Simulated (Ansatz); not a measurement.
# Hg: the cost of one run

Program: Ansatz 0.2.0. PAW datasets, plane waves. No spin polarisation and no zero-point or thermal motion.

**1. The system as given**

The cell was relaxed beforehand with r2SCAN+rVV10.

It is monoclinic, C2/m (No. 12); conventional cell a = 5.002 Å, b = 3.734 Å, c = 3.374 Å, β = 127.6°, 24.95 Å³ an atom. Around Hg lie 10 Hg at 3.12–3.37 Å.

Structure file:

```
CELL_PARAMETERS angstrom
2.49952 -1.86718 0.08365
2.49952 1.86718 0.08365
-1.44777 0.00000 7.96993
ATOMIC_POSITIONS crystal
Hg 0.66684 0.66684 0.33334
Hg 0.33316 0.33316 0.66666
Hg 0.00000 0.00000 0.00000
```

**2. PBE bands along the symmetry lines**

input.yaml

```yaml
crystal:
  lattice:
    - [2.4995197406, -1.86718042, 0.0836496533]
    - [2.4995197406, 1.86718042, 0.0836496533]
    - [-1.4477689492, 0.0, 7.9699295613]
  atoms:
    - { symbol: Hg, position: [0.6668425224, 0.6668425224, 0.333339659] }
    - { symbol: Hg, position: [0.3331574776, 0.3331574776, 0.666660341] }
    - { symbol: Hg, position: [0.0, 0.0, 0.0] }
kpoints:
  mp_grid: { grid: [8, 8, 4] }
  band_path:
    path:
      - [[0.0, 0.0, 0.0], [-0.3923752716787, 0.3923752716787, -3.158922679375e-17]]
      - [[-0.6076247283213, -0.3923752716787, 2.455144430074e-16], [-0.5, -0.5, 2.103077808167e-16], [0.0, 0.0, 0.0], [-0.5, -0.5, 0.5], [-0.6204356111551, -0.3795643888449, 0.5]]
      - [[-0.3795643888449, 0.3795643888449, 0.5], [6.767160615229e-19, -1.886573709587e-19, 0.5], [0.0, 0.0, 0.0]]
      - [[-0.5, 8.484281475635e-18, 0.5], [0.0, 0.0, 0.0], [-0.5, 2.367312019286e-17, 1.050874732733e-16]]
    npoints: 10
hamiltonian:
  xc: pbe
scf:
  occupations: { method: fermi_dirac, width: 0.02 }
  n_extra_bands: 4
output:
  forces: true
  stress: true
  eigenvalues: true
  write_density: true
  write_potential: true
  elf: true
  volumetric_format: npy
```

On the command line:

```sh
ansatz run input.yaml --threads 2 --pin off --max-ram 2211MiB --backend cpu --events-out ev --progress --plain --runs-dir out
```

What time and memory should one allow on 2 threads of Arm Neoverse V2, shared host?

About 5.5 s, with a peak of 0.43 GiB.
